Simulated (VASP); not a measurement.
Input of a VASP 6.6.1 run:

File INCAR:

```
SYSTEM = Rb
  ALGO = Fast
  EDIFF = 1E-6
  ENCUT = 520
  GGA = PE
  ISIF = 2
  ISMEAR = 0
  LASPH = .True.
  LCHARG = .True.
  LELF = .True.
  LREAL = .False.
  LVHAR = .True.
  LWAVE = .False.
  NBANDS = 16
  NELM = 100
  PREC = Accurate
  SIGMA = 0.1
```

File KPOINTS:

```
k-points
0
Gamma
  9 9 6
  0 0 0
```

Contents of POSCAR:

```
Rb
1.0
    5.0745196992      0.0000000000      0.0000000000
   -2.5372598496      4.3946629715      0.0000000000
    0.0000000000      0.0000000000      9.1791340622
Rb
2
Direct
    0.3333333300      0.6666666700      0.2500000000
    0.6666666700      0.3333333300      0.7500000000
```

Potentials or basis: VASP PAW PBE potentials, release 64 (Rb_sv).

Command:

```bash
$ cat potpaw_PBE.64/Rb_sv/POTCAR > POTCAR
$ mpirun -np 1 vasp_std > vasp.out
```

(1) Predict the pressure.

(2) What does it give for the band gap on the k mesh?

Answers

(1) -0.2 GPa.

(2) none (metal or under the smearing width).
